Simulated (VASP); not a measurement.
A run of VASP 6.6.1 is set up as follows.

Contents of INCAR:

```
SYSTEM = Ru
  PREC = Accurate
  ENCUT = 600
  EDIFF = 1E-6
  ISMEAR = 0
  SIGMA = 0.1
  LREAL = .False.
  LASPH = .True.
  NELM = 100
  ALGO = Normal
  ISIF = 3
  LWAVE = .False.
  LCHARG = .False.
  GGA = PS
  IBRION = 2
  NSW = 100
  EDIFFG = -0.01
```

KPOINTS

```
Automatic mesh
0
Gamma
  20 20 20
  0 0 0
```

The input POSCAR:

```
Ru
1.0
   -1.5085257607      1.5085257607      1.5085257607
    1.5085257607     -1.5085257607      1.5085257607
    1.5085257607      1.5085257607     -1.5085257607
Ru
1
Direct
    0.0000000000      0.0000000000      0.0000000000
```

Potentials or basis: VASP PAW PBE potentials, release 64 (Ru_pv).

Launch:

```console
$ cat potpaw_PBE.64/Ru_pv/POTCAR > POTCAR
$ mpirun -np 1 vasp_std > vasp.out
```

Task: Estimate the relaxed cell.

Result: a = 2.614 Å, b = 2.614 Å, c = 2.614 Å, α = 109.47°, β = 109.47°, γ = 109.47°.

Task: Estimate the relaxed volume.

Result: 13.74 Å³/atom.

Task: What does it give for the space group after relaxing (to 0.05 Å)?

Result: Im-3m (No. 229).

Task: Predict the band gap on the k mesh.

Result: None (metal or under the smearing width).

Final structure:
```xyz
1
Lattice="-1.5090 1.5090 1.5090 1.5090 -1.5090 1.5090 1.5090 1.5090 -1.5090" Properties=species:S:1:pos:R:3 pbc="T T T"
Ru    0.0000    0.0000    0.0000
```

Caveat: the PAW data sets were made with another functional, which shifts forces and pressure a little.
